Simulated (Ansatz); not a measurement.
## Be, one cell by several methods

```yaml
crystal:
  lattice:
    - [-1.26565, 1.26565, 1.25312]
    - [1.26565, -1.26565, 1.25312]
    - [1.26565, 1.26565, -1.25312]
  atoms:
    - { symbol: Be, position: [0.00000, 0.00000, 0.00000] }
```

The cell is the one relaxed in the Materials Project (mp-20), not relaxed further here; entries there can be hypothetical. The listed cell was then made from it by scaling, straining or moving an atom.

Methods: DFT, PBE, PAW with Ansatz's default frozen-core files, scalar-relativistic (Ansatz 0.2.0); DFT, PBE, all-electron LAPW, scalar-relativistic (Ansatz 0.2.0).

For PAW: a Γ-centred 23×23×23 k mesh, Fermi–Dirac smearing of 0.03 eV, cutoff 420 eV, no spin polarisation. LAPW targets a basis error of 0.25 meV/atom. The Ansatz runs share mesh, smearing and spin set-up. Plane-wave (PAW) pressures include the program's estimate of the Pulay term.

Stress and pressure are positive in compression.

The change that made this cell: equal xx and yy strain of +1 %.

PAW results:

```
       quantity    PAW
 pressure (GPa)  -3.19
stress xx (GPa)  -3.02
stress zz (GPa)  -3.52
```

(1) What does full-potential LAPW give for the same quantities?

Results:

(1) 
| quantity | LAPW |
| --- | --- |
| pressure (GPa) | -3.21 |
| stress xx (GPa) | -3.05 |
| stress zz (GPa) | -3.54 |
